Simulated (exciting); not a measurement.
Input of an exciting (release sodium) run:

File input.xml:

```xml
<input>
  <title>TiB2</title>
  <structure speciespath="./" tshift="false">
    <crystal scale="1">
      <basevect>5.724358376716 0.000000000000 0.000000000000</basevect>
      <basevect>-2.862179188358 4.957439774520 0.000000000000</basevect>
      <basevect>0.000000000000 0.000000000000 6.100791820742</basevect>
    </crystal>
    <species speciesfile="Ti.xml" rmt="2">
      <atom coord="0.000000000000 0.000000000000 0.000000000000"/>
    </species>
    <species speciesfile="B.xml" rmt="1.45">
      <atom coord="0.666666666700 0.333333333300 0.500000000000"/>
      <atom coord="0.333333333300 0.666666666700 0.500000000000"/>
    </species>
  </structure>
  <groundstate do="fromscratch" ngridk="10 10 8" rgkmax="7" gmaxvr="14" lmaxapw="10" lmaxmat="10" lmaxvr="8" xctype="GGA_PBE" stype="Fermi Dirac" swidth="0.00183747" nempty="16" ValenceRelativity="iora*" epsengy="1e-05" epspot="1e-05" maxscl="60" outputlevel="normal"/>
  <properties>
    <bandstructure>
      <plot1d>
        <path steps="80">
          <point coord="0 0 0" label="G"/>
          <point coord="0.5 0 0" label="M"/>
          <point coord="0.3333333333 0.3333333333 0" label="K"/>
          <point coord="0 0 0" label="G"/>
          <point coord="0 0 0.5" label="A"/>
          <point coord="0.5 0 0.5" label="L"/>
          <point coord="0.3333333333 0.3333333333 0.5" label="H"/>
          <point coord="0 0 0.5" label="A" breakafter="true"/>
          <point coord="0.5 0 0.5" label="L"/>
          <point coord="0.5 0 0" label="M" breakafter="true"/>
          <point coord="0.3333333333 0.3333333333 0" label="K"/>
          <point coord="0.3333333333 0.3333333333 0.5" label="H"/>
        </path>
      </plot1d>
    </bandstructure>
    <dos nwdos="300" winddos="-0.6 0.5" inttype="tetra" ngrdos="100" nsmdos="0"/>
  </properties>
</input>
```

Potentials or basis: all-electron LAPW+lo, shipped species files, valence relativity iora*.

Run with:

```bash
$ OMP_NUM_THREADS=1 exciting_smp
```

Problem. Estimate the band gap on the k mesh.

Solution. None (metal or under the smearing width).

States per cell in windows of 1 eV (zero at the Fermi level; states under -8 eV left out):
| from (eV) | total |
| --- | --- |
| -8.0 | 0.60 |
| -7.0 | 0.60 |
| -6.0 | 0.86 |
| -5.0 | 1.19 |
| -4.0 | 1.84 |
| -3.0 | 1.26 |
| -2.0 | 0.91 |
| -1.0 | 0.44 |
| 0.0 | 0.67 |
| 1.0 | 1.64 |
| 2.0 | 2.66 |
| 3.0 | 1.70 |
| 4.0 | 1.08 |
| 5.0 | 0.80 |
| 6.0 | 1.10 |
| 7.0 | 1.15 |

Caveat: the log's total energy holds no entropy term; the free energy is that total less TS from the occupations.
